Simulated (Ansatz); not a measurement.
## SiC at 3 GPa: from Born charge to LO–TO splitting and polaron coupling

Method: DFT PBE, scalar-relativistic, plane waves, PAW in Ansatz 0.2.0. Cutoff 420 eV, 12×12×12 k-points (Γ-centred), fixed occupations. No spin polarisation. Phonons by linear response, acoustic sum rule imposed.

The cell, relaxed at 3 GPa:
```cif
data_structure
_symmetry_space_group_name_H-M 'P 1'
_symmetry_Int_Tables_number 1
_cell_length_a 3.0828
_cell_length_b 3.0828
_cell_length_c 3.0828
_cell_angle_alpha 60.000
_cell_angle_beta 60.000
_cell_angle_gamma 60.000
_cell_volume 20.72
loop_
_atom_site_label
_atom_site_type_symbol
_atom_site_fract_x
_atom_site_fract_y
_atom_site_fract_z
_atom_site_occupancy
Si1 Si 0.00000 0.00000 0.00000 1
C1 C 0.75000 0.75000 0.75000 1
```

Linear response gives ν_TO = 786.9 cm⁻¹, Born charges ±2.712 e (positive on Si) and ε∞ = 6.964. The primitive cell holds 20.717 Å³, and the masses are 28.085 and 12.011 amu.

Problem. Find ν_LO and the static dielectric constant.

Solution. The long-wave field adds a restoring force: ω_LO² − ω_TO² = Z*²e²/(ε_vac ε∞ μV). In these units ν_LO² − ν_TO² = 4.92064×10⁷ Z*²/(μ V ε∞) cm⁻², with μ = m₁m₂/(m₁ + m₂) = 8.413 amu: 298189 cm⁻². So ν_LO = √(786.9² + 298189) = 957.8 cm⁻¹, and the run gives 957.8. Lyddane–Sachs–Teller then gives ε0 = ε∞ (ν_LO/ν_TO)² = 10.32, against 10.32 in the run (it forms both from the same three quantities, so the match checks the arithmetic only). Between ν_TO and ν_LO the dielectric function is negative and an undamped crystal reflects fully: a reststrahlen band from 10.4 to 12.7 μm.

Problem. What do the Clausius–Mossotti polarisability and the Szigeti charge come to?

Solution. With the Lorentz local field, α = (3V/4π)(ε∞ − 1)/(ε∞ + 2) = 3.29 Å³ for the pair, and e_S = 3Z*/(ε∞ + 2) = 0.91 e. The Born charge includes the electrons' response to the dipole's own local field, and e_S takes that enhancement out. The Lorentz field assumes point-like polarisable ions, a poor picture once ε∞ is this large, since the electron clouds then overlap or are shared, so both numbers are formal here.

Problem. How strongly does a slow electron couple to the LO mode?

Solution. For one isotropic parabolic band, Fröhlich's constant is α_F = (1/ε∞ − 1/ε0) √(m* Ry/ħω_LO), with Ry = 13.606 eV, ħω_LO = 118.8 meV and m* in free-electron masses: α_F = 0.0467 × 10.70 × √m* = 0.50 √m*. The band mass isn't part of this run; for m* = 0.1, 0.3 and 1 it gives 0.16, 0.27, 0.50. In weak coupling the polaron lies α_F ħω_LO below the band edge (32 meV at m* = 0.3) with a mass m*(1 + α_F/6); past α_F of about 5 or 6 that expansion fails. A semilocal functional's ε∞ tends to be too large, which taken alone lowers α_F.

Cost: 1 run of about 0.39 core-minutes, on Intel Xeon Platinum 8488C (Sapphire Rapids) (shared hosts).

The numbers describe a stiff, polar covalent crystal in which a slow electron couples only weakly to the LO mode. Carbon's greater electronegativity polarises the Si–C bonds, and their charge shifts further as the sublattices move, so the Born charge of 2.712 e measures dynamic charge transfer, not a static ionic charge. This produces a clear LO–TO splitting, while the short, strong bonds and light carbon keep both frequencies high. Stiffness also limits the lattice's share of the static screening, and with the large phonon energy this keeps α_F at or below 0.50 for the masses considered. That points to a large, mobile polaron rather than self-trapping by this mode.

Both optical frequencies fall somewhat below what experiment implies for cubic SiC under compression, probably because PBE makes the bonds slightly too soft. The conduction-band minimum of cubic SiC lies at X with an anisotropic mass, so the single-mass coupling is an estimate for electrons and does not carry over to holes in the degenerate valence bands.
